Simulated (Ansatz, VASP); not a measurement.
Ge in VASP and in Ansatz

INCAR

```
PREC = Accurate ; ENCUT = 520
EDIFF = 1E-6 ; ISMEAR = -1
SIGMA = 0.05 ; LREAL = F
LASPH = T ; NELM = 80
ALGO = Normal ; ISIF = 2
LWAVE = F ; LCHARG = F
GGA = RE ; NBANDS = 21
```

Contents of KPOINTS:

```
Automatic mesh
0
Gamma
  9 9 9
```

File POSCAR:

```
Ge
1.0
    0.0000000000      2.7843342488      2.7843342488
    2.7843342488      0.0000000000      2.7843342488
    2.7843342488      2.7843342488      0.0000000000
Ge
2
Direct
    0.5000000000      0.5000000000      0.5000000000
    0.7500000000      0.7500000000      0.7500000000
```

Input for Ansatz:

```yaml
crystal:
  lattice:
    - [0.0, 2.7843342488, 2.7843342488]
    - [2.7843342488, 0.0, 2.7843342488]
    - [2.7843342488, 2.7843342488, 0.0]
  atoms:
    - { symbol: Ge, position: [0.5, 0.5, 0.5] }
    - { symbol: Ge, position: [0.75, 0.75, 0.75] }
hamiltonian:
  xc: revpbe
  pseudopotentials:
    kind: paw
    azcp:
      Ge: "pseudopotentials/Ge.paw.azcp"
basis:
  ecutwfc: 420
  fft_grid_basis: typed
kpoints:
  mp_grid: { grid: [9, 9, 9], shift: [0, 0, 0] }
magnetization:
  spin_polarized: false
scf:
  occupations: { method: fermi_dirac, width: 0.05 }
output:
  stress: true
```

Alike in both runs: task single point; functional revPBE; k mesh 9 × 9 × 9; occupations fermi-dirac, width 0.05 eV; no spin polarisation.

|  | VASP | Ansatz |
| --- | --- | --- |
| version | VASP 6.6.1 | Ansatz 0.2.0 |
| potentials or method | VASP PAW PBE potentials, release 64 (Ge_d) | plane waves (420 eV) with PAW, scalar-relativistic |
| plane-wave cutoff (eV) | 520 | 420 |
| valence electrons in the cell | 28 | 28 |

VASP gave:

```
pressure (GPa) : 8.9
```

Estimate Ansatz's values.

pressure (GPa): 9.1.

Caveats: the PAW data sets were made with another functional, which shifts forces and pressure a little (VASP).
